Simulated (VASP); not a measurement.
A run of VASP 6.6.1:

INCAR

```
SYSTEM = HfB2
ALGO     = Normal         ! electronic algorithm
EDIFF    = 1E-6           ! SCF threshold, eV
ENCUT    = 520            ! plane-wave cutoff, eV
GGA      = PS             ! functional
ISIF     = 2              ! what is computed and relaxed
ISMEAR   = 0              ! smearing method
LASPH    = .TRUE.         ! aspherical terms in the spheres
LCHARG   = .FALSE.        ! write CHGCAR
LREAL    = .FALSE.        ! projectors in reciprocal space
LWAVE    = .FALSE.        ! write WAVECAR
NBANDS   = 15             ! bands
NELM     = 100            ! most SCF steps
PREC     = Accurate       ! precision mode
SIGMA    = 0.1            ! smearing width, eV
```

The input KPOINTS:

```
k-points
0
G
  15 15 12
  0 0 0
```

POSCAR

```
HfB2
1.0
    3.1273506625      0.0000000000      0.0000000000
   -1.5636753312      2.7083651202      0.0000000000
    0.0000000000      0.0000000000      3.4471463546
Hf B
1 2
Direct
    0.0000000000      0.0000000000      0.0000000000
    0.3333333333      0.6666666667      0.5000000000
    0.6666666667      0.3333333333      0.5000000000
```

Potentials or basis: VASP PAW PBE potentials, release 64 (Hf_pv, B).

Command:

```console
$ cat potpaw_PBE.64/Hf_pv/POTCAR potpaw_PBE.64/B/POTCAR > POTCAR
$ mpirun -np 1 vasp_std > vasp.out
```

Hardware: 1 thread of Intel(R) Xeon(R) Platinum 8375C CPU @ 2.90GHz (Ice Lake), on a shared host.

Problem. Estimate the wall time of this run.

Solution. Wall time 59 s on 1 thread of Intel(R) Xeon(R) Platinum 8375C CPU @ 2.90GHz (Ice Lake), on a shared host, peak memory 0.2 GiB. Counts: scf iterations 13, k points 189.
